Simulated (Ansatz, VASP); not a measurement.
# Si27TeC26 (Te_C): VASP beside Ansatz

One calculation is typed for both programs; each brings its own data sets. How far apart do they land? The structure shown is the start of the Ansatz relaxation below; VASP solves that cell, so the two are compared at the walk's first step.

Program: Ansatz 0.2.0. Level of theory: plane waves, with VASP 6.6.1 beside it; single point at r2SCAN. Results are calculated unless marked as measured.

**1. Starting point**

The cell holds 54 atoms: 27 Si, 26 C and 1 Te. Cell: a = 9.242 Å, b = 9.242 Å, c = 9.242 Å, α = 60.0°, β = 60.0°, γ = 60.0°. It derives from SiC (SiC (F-43m)). Nearest the centre at fractional (0.417, 0.417, 0.417): Te54 at 0.05 Å, Si14 at 1.87 Å, Si17 at 1.87 Å, Si15 at 1.89 Å, Si23 at 1.91 Å, C40 at 3.03 Å, C49 at 3.04 Å, C41 at 3.04 Å. The cell carries charge +2.

Structure file:

```xyz
54
Lattice="0.0000 6.5349 6.5349 6.5349 0.0000 6.5349 6.5349 6.5349 0.0000" Properties=species:S:1:pos:R:3 pbc="T T T"
Si    6.5694    0.0362    6.5353
Si    8.6728    2.1906    6.5082
Si   10.8479    4.3341    6.5249
Si    8.6743    6.5595    2.1977
Si    4.3217    2.1834    2.2138
Si    6.5799   10.8704    8.7078
Si    4.3369    0.0259    4.3187
Si    6.5024    2.1634    4.3915
Si    8.7141   10.8427   10.9026
Si    6.5335    8.6633    2.1805
Si    2.2240    4.3578    2.1985
Si   10.8429    6.5351    8.7251
Si    8.6696    8.7353    4.3459
Si    4.3299    4.3862    4.3867
Si    6.5478    6.5005    4.3226
Si    4.3872    2.2162    6.5237
Si    6.5642    4.3870    6.5081
Si    8.7371    6.5228    6.5771
Si   13.0273   10.8660   10.8982
Si    8.7321    6.5237   10.8466
Si   10.8420    8.7069   10.8882
Si    8.7522   10.8698    6.5574
Si    4.3432    6.5807    6.5201
Si    6.5811    8.7097    6.5160
Si    4.3984    4.3806    8.7265
Si    6.5046    6.5724    8.7263
Si    8.7562    8.6989    8.7343
C     1.1035    1.0697    1.0454
C     3.2461    3.2708    1.0440
C     5.4144    5.4147    1.0657
C     3.2773    1.0602    3.2279
C     5.4245    3.3114    3.2567
C     7.5765    5.4564    3.2786
C     5.4884    1.0865    5.4716
C     7.6469    3.2504    5.4868
C     9.8169    5.4042    5.4695
C     1.0789    3.2456    3.3113
C     3.2710    5.4916    3.2871
C     5.4504    7.6351    3.3160
C     3.3009    3.3046    5.4456
C     7.5851    7.6028    5.4227
C     5.4833    3.2981    7.6120
C     7.6455    5.4646    7.6651
C     9.7901    7.5773    7.6370
C     1.1112    5.4862    5.4263
C     3.2208    7.6060    5.4474
C     5.4737    9.8367    5.4689
C     3.3053    5.4314    7.6534
C     5.4211    7.5981    7.5891
C     7.6567    9.8388    7.6344
C     5.4025    5.4525    9.8265
C     7.6626    7.5950    9.7891
C     9.7744    9.7631    9.7888
Te    5.4321    5.4920    5.4324
```

**2. Ansatz: relaxation, r2SCAN**

Ansatz runs on its PAW soft_1 files.

The two programs are compared at the cell with which this relaxation starts, whose forces are those of its first step.

input.yaml

```yaml
crystal:
  lattice:
    - [0.0, 2.17829624, 2.17829624]
    - [2.17829624, 0.0, 2.17829624]
    - [2.17829624, 2.17829624, 0.0]
  atoms:
    - { symbol: Si, position: [0.0, 0.0, 0.0] }
    - { symbol: C, position: [0.25, 0.25, 0.25] }
  supercell: [3, 3, 3]
  defects: [{ substitution: { at: 27, symbol: Te } }]
total_charge: 2
basis:
  ecutwfc: 500
  xc_grid: 2
hamiltonian:
  xc: r2scan
  pseudopotentials: { kind: paw, azcp: { folder: soft_1 } }
kpoints:
  mp_grid: { grid: [2, 2, 2], shift: [0.5, 0.5, 0.5] }
scf:
  occupations: { method: fixed }
  max_iter: 100
output:
  forces: true
  charged_corrections: { epsilon: 7.06, static_epsilon: 10.43 }
relax:
  f_tol: 0.02
  max_steps: 80
  random_displacement: { amplitude: 0.05, seed: 2012 }
checkpoint:
  write: "../qp2.relax.run"
  compress: false
  write_wavefunctions: true
  write_every: 100000
```

Command:

```bash
ansatz run input.yaml --threads 4 --pin off --max-ram 7536MiB --backend cpu --events-out ev --progress --plain --runs-dir out
```

Numbers of over 12 decimals in the logs are rounded to 6 here.

What it wrote:

```text
Engine: ansatz 0.2.0, aarch64-unknown-linux-gnu
Pseudopotentials: kind: paw
Pseudopotential: Si, paw, valence charge 4, recommended cutoff 500 eV (meta_gga), soft_1/Si.paw.azcp
Pseudopotential: C, paw, valence charge 4, recommended cutoff 500 eV (meta_gga), soft_1/C.paw.azcp
Pseudopotential: Te, paw, valence charge 16, recommended cutoff 500 eV (meta_gga), soft_1/Te.paw.azcp
Functional definition: r2SCAN
  parameter k0 = 0.174
  parameter k1 = 0.065
  parameter a1 = 4.9479
  exchange = r2scan_x(k0 = k0, k1 = k1, a1 = a1)
  correlation = r2scan_c
Crystal: 54 atoms, lattice volume = 558.142 Å³
Basis set: ecut = 500 eV, 14163 PW (Γ), exchange–correlation on 144×144×144 points (8 copies of the dense FFT grid, shifted against one another)
Bands: 167, of which v1, the nominal top of the filled ones, is band 113 counted from 1 (112 counted from 0)
Symmetry: 1 space group operations
k-points: 4 of 8 (time reversal used)
Non-local potential: Si, projectors of the file, l = 0: 2, l = 1: 2, l = 2: 1
Non-local potential: C, projectors of the file, l = 0: 2, l = 1: 2, l = 2: 1
Non-local potential: Te, projectors of the file, l = 0: 2, l = 1: 2, l = 2: 2, l = 3: 1
PAW form: soft (Blöchl's): semilocal exchange-correlation on the pseudo side does not see the compensation charge
PAW frozen core: Si, regenerated for the run's functional (the file was generated under x = pbe(κ = 0.804, μ = 0.219515), c = pbe(β = 0.066725))
PAW frozen core: C, regenerated for the run's functional (the file was generated under x = pbe(κ = 0.804, μ = 0.219515), c = pbe(β = 0.066725))
PAW frozen core: Te, regenerated for the run's functional (the file was generated under x = pbe(κ = 0.804, μ = 0.219515), c = pbe(β = 0.066725))
PAW one-centre angular grid: Si, 302 points (default); XC on 160 Gauss nodes
PAW one-centre angular grid: C, 302 points (default); XC on 219 of its mesh's 2255 points in the sphere
PAW one-centre angular grid: Te, 590 points (default); XC on 160 Gauss nodes
Initial density: superposition of atomic densities (chi_scale 0.1, normalization cell, long waves kept (reshape's long-wave potential 0.12 eV rms))
Initial wavefunctions: pseudopotential atomic-orbital guess
Functional: x = r2scan, c = r2scan; τ floored in thin density (d = 2e-4 eV/Å³)
SCF iter   1: F=—  HF=-30836.216592 eV  |F-HF|=—  |Δ(HF+E_count)|=         —  Δρ=1.36e-1  dr2=1.27e2  dr2_τ=1.38e1  ethr=3.10e-3  ⟨swp⟩=5.8  Hψ=2331  notcnv=0  defer=208
preconditioner: auto → Resta (q_TF=auto, 2.347 Å⁻¹)  ε∞=3.9  [insulator: Δε(μ)=3.187 eV  Ē_g=13.600 eV  n_scr=112 (ndim 8)  ℏωp=23.1 eV  f_vac=0.000  ε∞_Penn≈3.9]
SCF iter   2: F=—  HF=-30804.525024 eV  |F-HF|=—  |Δ(HF+E_count)|=    3.17e1  Δρ=5.03e-2  dr2=1.34e1  dr2_τ=1.47e0  ethr=3.10e-3  ⟨swp⟩=3.2  Hψ=1419  notcnv=0  defer=207
SCF iter   3: F=—  HF=-30805.197103 eV  |F-HF|=—  |Δ(HF+E_count)|=   6.72e-1  Δρ=1.92e-2  dr2=1.40e0  dr2_τ=4.68e-2  ethr=3.10e-3  ⟨swp⟩=2.0  Hψ=892  notcnv=0  defer=208
SCF iter   4: F=—  HF=-30805.447884 eV  |F-HF|=—  |Δ(HF+E_count)|=   2.51e-1  Δρ=1.93e-3  dr2=1.67e-2  dr2_τ=1.92e-3  ethr=6.18e-4  ⟨swp⟩=3.0  Hψ=924  notcnv=0  defer=208
SCF iter   5: F=—  HF=-30805.450014 eV  |F-HF|=—  |Δ(HF+E_count)|=   2.13e-3  Δρ=5.66e-4  dr2=1.43e-3  dr2_τ=1.45e-4  ethr=7.37e-6  ⟨swp⟩=3.0  Hψ=952  notcnv=0  defer=208
SCF iter   6: F=—  HF=-30805.450143 eV  |F-HF|=—  |Δ(HF+E_count)|=   1.28e-4  Δρ=1.35e-4  dr2=1.07e-4  dr2_τ=1.16e-5  ethr=6.34e-7  ⟨swp⟩=2.0  Hψ=1128  notcnv=0  defer=208
SCF iter   7: F=-30805.450156 eV  HF=-30805.450156 eV  |F-HF|=5.65e-7  |Δ(HF+E_count)|=   1.38e-5  Δρ=3.08e-5  dr2=5.24e-6  dr2_τ=3.91e-7  ethr=4.42e-9  ⟨swp⟩=4.0  Hψ=2667  notcnv=0
SCF 1 converged in 7 iterations: F = -30805.450156 eV  dr2 = 5.24e-6
  greatest PAW one-centre occupation: 0.999 electrons in one spin orbital (limit 2), on the Te atom at site 27 (counted from 0), in its partial waves of l = 2
relax step   1: F+E_penalty+E_count = -30805.45015592 eV  Δ(F+E_penalty+E_count) = +0.000e0 eV  max|allowed force component| = 1.525e1 eV/Å  Δτ_max = 0.0000 Å  (7 SCF iters, dr2 threshold 1.00e-5 eV, accepted)
Initial density: handed on by an earlier stage of this run
Initial wavefunctions: those handed on with the density
iter 1 solved again at ethr=1.57e-4 eV; its pass at ethr=3.10e-3 eV (dr2=3.56e-1 eV) is discarded
SCF iter   1: F=—  HF=-30819.179662 eV  |F-HF|=—  |Δ(HF+E_count)|=         —  Δρ=9.14e-3  dr2=3.72e-1  dr2_τ=1.19e-1  ethr=1.57e-4  ⟨swp⟩=2.0  Hψ=2717  notcnv=0  defer=208
preconditioner: auto → Resta (q_TF=auto, 2.347 Å⁻¹)  ε∞=4.3  [insulator: Δε(μ)=2.043 eV  Ē_g=12.767 eV  n_scr=112 (ndim 8)  ℏωp=23.1 eV  f_vac=0.000  ε∞_Penn≈4.3]
SCF iter   2: F=—  HF=-30819.310422 eV  |F-HF|=—  |Δ(HF+E_count)|=   1.31e-1  Δρ=5.01e-3  dr2=8.58e-2  dr2_τ=2.29e-3  ethr=1.57e-4  ⟨swp⟩=3.0  Hψ=929  notcnv=0  defer=208
[...]
k-point 2: bands = [... 109 lower, 9.2935, 9.3323, 9.5916, 9.8381, 11.8832, 13.0477, 13.1731, 13.5854, ... 50 higher]
  k-point 3: bands = [... 109 lower, 9.2935, 9.3322, 9.5916, 9.8380, 11.8832, 13.0476, 13.1734, 13.5854, ... 50 higher]
--- Relaxed structure (6 steps of the walk, 6 accepted, 0 SCFs on fresh bases) ---
  F+E_penalty+E_count = -30824.47777546 eV   max|allowed force component| = 6.815e-3 eV/Å
  atoms:
    - { symbol: Si, position: [5.9519416127032243e-5, -0.000156065, -0.000303407] }
    - { symbol: C, position: [0.083614, 0.083416, 0.083254] }
    - { symbol: Si, position: [-0.000134421, -0.000414336, 0.333583] }
    - { symbol: C, position: [0.083631, 0.083388, 0.416420] }
    - { symbol: Si, position: [8.331567729732308e-5, -0.000156051, 0.667091] }
    - { symbol: C, position: [0.083406, 0.083186, 0.750078] }
    - { symbol: Si, position: [-0.000165728, 0.333753, -0.000540546] }
    - { symbol: C, position: [0.083622, 0.416581, 0.083252] }
    - { symbol: Si, position: [-9.625190201786871e-5, 0.333697, 0.333537] }
    - { symbol: C, position: [0.077427, 0.417425, 0.417277] }
    - { symbol: Si, position: [-0.00113801, 0.331364, 0.668260] }
    - { symbol: C, position: [0.077472, 0.417411, 0.754619] }
    - { symbol: Si, position: [7.467652501547128e-5, 0.667238, -0.000301548] }
    - { symbol: C, position: [0.083408, 0.750225, 0.083043] }
    - { symbol: Si, position: [-0.00111483, 0.668402, 0.331200] }
    - { symbol: C, position: [0.077492, 0.754747, 0.417279] }
    - { symbol: Si, position: [-0.00114134, 0.668406, 0.668243] }
    - { symbol: C, position: [0.083423, 0.750246, 0.750087] }
    - { symbol: Si, position: [0.333952, -0.000396754, -0.000508945] }
    - { symbol: C, position: [0.416794, 0.083421, 0.083248] }
    - { symbol: Si, position: [0.333923, -0.000353327, 0.333554] }
    - { symbol: C, position: [0.417676, 0.077170, 0.417290] }
    - { symbol: Si, position: [0.331594, -0.00138519, 0.668280] }
    - { symbol: C, position: [0.417647, 0.077216, 0.754654] }
    - { symbol: Si, position: [0.333933, 0.333686, -0.000497314] }
    - { symbol: C, position: [0.417662, 0.417446, 0.077023] }
    - { symbol: Si, position: [0.315068, 0.314835, 0.314647] }
    - { symbol: Te, position: [0.416870, 0.416540, 0.416482] }
    - { symbol: Si, position: [0.315203, 0.314965, 0.721795] }
    - { symbol: C, position: [0.417715, 0.417484, 0.754534] }
    - { symbol: Si, position: [0.331597, 0.668412, -0.00149636] }
    - { symbol: C, position: [0.417648, 0.754755, 0.077124] }
    - { symbol: Si, position: [0.315230, 0.721892, 0.314875] }
    - { symbol: C, position: [0.417729, 0.754684, 0.417342] }
    - { symbol: Si, position: [0.331603, 0.668449, 0.668289] }
    - { symbol: C, position: [0.417411, 0.749902, 0.749778] }
    - { symbol: Si, position: [0.667472, -0.000144463, -0.000308157] }
    - { symbol: C, position: [0.750445, 0.083185, 0.083046] }
    - { symbol: Si, position: [0.668641, -0.00139099, 0.331226] }
    - { symbol: C, position: [0.755019, 0.077203, 0.417285] }
    - { symbol: Si, position: [0.668640, -0.00139112, 0.668265] }
    - { symbol: C, position: [0.750472, 0.083190, 0.750105] }
    - { symbol: Si, position: [0.668643, 0.331368, -0.00152076] }
    - { symbol: C, position: [0.754988, 0.417446, 0.077084] }
    - { symbol: Si, position: [0.722214, 0.314952, 0.314827] }
    - { symbol: C, position: [0.754931, 0.417481, 0.417335] }
    - { symbol: Si, position: [0.668664, 0.331367, 0.668300] }
    - { symbol: C, position: [0.750152, 0.417173, 0.749770] }
    - { symbol: Si, position: [0.668626, 0.668399, -0.00150052] }
    - { symbol: C, position: [0.750475, 0.750240, 0.083040] }
    - { symbol: Si, position: [0.668693, 0.668420, 0.331229] }
    - { symbol: C, position: [0.750161, 0.749892, 0.417044] }
    - { symbol: Si, position: [0.666960, 0.666713, 0.666575] }
    - { symbol: C, position: [0.750136, 0.749896, 0.749765] }
```

(Part 1 of 2 ends here.)

[Lines on the potential files, build, host, timing and source positions are cut from VASP's logs without a mark.]

[Logs are printed without paths, hosts, clocks, repeated set-up lines and the standing remarks that a program may print on its own settings, such as how far it seeks lower states.]

[Hosts, paths, dates, database ids (printed as entryN), source tags and the programs' standing remarks are cut or masked in the printed files.]
